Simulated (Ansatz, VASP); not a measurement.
Ag in VASP and in Ansatz

INCAR

```
ALGO     = Normal         # electronic algorithm
EDIFF    = 1E-7           # SCF threshold, eV
EDIFFG   = -0.005         # ionic threshold
ENCUT    = 600            # plane-wave cutoff, eV
GGA      = PE             # functional
IBRION   = 2              # ionic algorithm
ISIF     = 3              # what is computed and relaxed
ISMEAR   = -1             # smearing method
IVDW     = 13             # dispersion correction
LASPH    = T              # aspherical terms in the spheres
LCHARG   = F              # write CHGCAR
LREAL    = F              # projectors in reciprocal space
LWAVE    = F              # write WAVECAR
NELM     = 100            # most SCF steps
NSW      = 80             # ionic steps
PREC     = Accurate       # precision mode
SIGMA    = 0.05           # smearing width, eV
```

File KPOINTS:

```
k-points
0
Gamma
  11 11 11
```

POSCAR

```
Ag
1.0
    0.0000000000      2.0427500000      2.0427500000
    2.0427500000      0.0000000000      2.0427500000
    2.0427500000      2.0427500000      0.0000000000
Ag
1
Direct
    0.0000000000      0.0000000000      0.0000000000
```

input.yaml

```yaml
crystal:
  lattice:
    - [0.0, 2.04275, 2.04275]
    - [2.04275, 0.0, 2.04275]
    - [2.04275, 2.04275, 0.0]
  atoms:
    - { symbol: Ag, position: [0.0, 0.0, 0.0] }
kpoints:
  mp_grid: { grid: [11, 11, 11] }
scf:
  occupations: { method: fermi_dirac, width: 0.05 }
hamiltonian:
  xc: pbe
  dispersion: d4
  pseudopotentials: { kind: all_electron, lapw: { basis_error: 0.001 } }
output:
  forces: true
  stress: true
relax:
  f_tol: 0.005
  max_steps: 60
  cell: {}
```

Alike in both runs: task relaxation of cell and atoms; functional PBE; dispersion D4; k mesh 11 × 11 × 11; occupations fermi-dirac, width 0.05 eV; no spin polarisation.

|  | VASP | Ansatz |
| --- | --- | --- |
| version | VASP 6.6.1 | Ansatz 0.2.0 |
| potentials or method | VASP PAW PBE potentials, release 64 (Ag) | all-electron LAPW, scalar-relativistic |
| plane-wave cutoff (eV) | 600 | see its input |

Ansatz gave:

| Quantity | Value |
| --- | --- |
| relaxed volume (Å³/atom) | 16.96 |
| relaxed cell length with the largest relative difference (Å) | 2.884 |

**Question.** Which values does VASP return?

**Answer.** Relaxed volume (Å³/atom): 16.93; relaxed cell length with the largest relative difference (Å): 2.882.

Ansatz ran all-electron here, so the differences hold the error of VASP's frozen core and of both bases.

Caveats: pairwise dispersion overbinds metals, which lowers pressure and volume (VASP).
